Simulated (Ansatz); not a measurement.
## FeO: converged, but where?

FeO is taken as a measured crystal structure (space group R-3m, primitive cell doubled), 4 atoms in the cell. Source: COD entry 9009770, which need not be the ambient phase.

Computed with DFT, PBE, PAW, plane waves, scalar-relativistic (Ansatz development build ahead of 0.2.0).

```yaml
crystal:
  lattice:
    - [-1.51768138, -0.87623375, -2.51579336]
    - [1.51768138, 0.87623375, -5.03158671]
    - [1.51768138, -2.62870125, 0.0]
  atoms:
    - { symbol: Fe, position: [0.0, 0.0, 0.0], spin: 4.0 }
    - { symbol: Fe, position: [0.0, 0.5, 0.5], spin: -4.0 }
    - { symbol: O, position: [0.5, 0.0, 0.5] }
    - { symbol: O, position: [0.5, 0.5, 0.0] }
magnetization:
  spin_polarized: true
hamiltonian:
  xc: pbe
  pseudopotentials: { kind: paw }
basis:
  ecutwfc: 420
kpoints:
  mp_grid: { grid: [8, 5, 7] }
scf:
  occupations: { method: fermi_dirac, width: 0.03 }
  lower_state_search: "off"
output:
  forces: true
  stress: true
```

The run was started with:
```sh
ansatz run input.yaml --threads 2 --pin off --max-ram 5120MiB --backend cpu --events-out ev --progress --plain --runs-dir out
```

It took 6.5 s on 2 threads of Arm Neoverse V2, on a shared host, peak memory 0.41 GiB.

The end of the output:

```
SCF converged after 24 iterations
Magnetization: 0.0000 μB (22.0000 up, 22.0000 down)
Absolute magnetization: 7.4298 μB (∫|ρ↑−ρ↓|, with the PAW one-centre terms)
Spin contamination: 3.8043 ħ² per cell (⟨S²⟩ above its minimum at these occupations)
Per-site moments (μB) at R_I (Å): [(3.3491, 0.8898), (-3.3491, 0.8898), (0.1043, 0.8898), (-0.1043, 0.8898)]
Free energy (F): -10093.775057 eV
Harris-Foulkes:  -10093.775057 eV  (|F-HF|=9.93e-10)
Internal energy: -10093.759153 eV  (E = F + TS)
E sigma→0 (E₀):  -10093.767105 eV
Entropy (-TS):   -0.015904 eV (-3.976 meV/atom)
Fermi energy:    14.703703 eV
--- Forces (eV/Å), atoms counted from 1 ---
  atom   1  Fe     0.00000000     0.00000000     0.00000000
  atom   2  Fe     0.00000000    -0.00000000     0.00000000
  atom   3  O     -0.00000000     0.00000000     0.00000000
  atom   4  O      0.00000000     0.00000000     0.00000000
--- Stress (GPa, compression-positive) ---
        2.277298       1.213388      -2.421602
        1.213388       0.876198      -1.398113
       -2.421465      -1.398033      -0.003817
  P = ⅓ Tr σ = 1.0499 GPa (10.499 kbar)
```

A semilocal functional without U tends to delocalise d and f electrons, and can give a metal where the real compound is an insulator.

Site moments are taken inside atomic spheres and don't add up to the total.

Task: The run converged. Is this the lowest state of the cell, and if not, what lies lower and how is it reached?

Result: No. A state 116 meV/atom (0.464 eV per cell) lower exists in this cell: ferromagnetic, site moments Fe1 3.45, Fe2 3.45, O3 0.32, O4 0.32 μB, total 8.00 μB per cell, no gap on the k-mesh. It was reached from: parallel moments, default search for lower states [Fe1 4.00, Fe2 4.00 μB]; a moment on one site alone, plain SCF [Fe2 4.00 μB]. The wrong state matters: the pressure is -0.7 GPa there against 1.0 GPa here. States within about 5 meV/atom are too close for this mesh, smearing and search to settle their order. This multiple of the primitive cell fits some opposed orders; other multiples fit others. Orders that need a larger cell or non-collinear spins weren't tried.
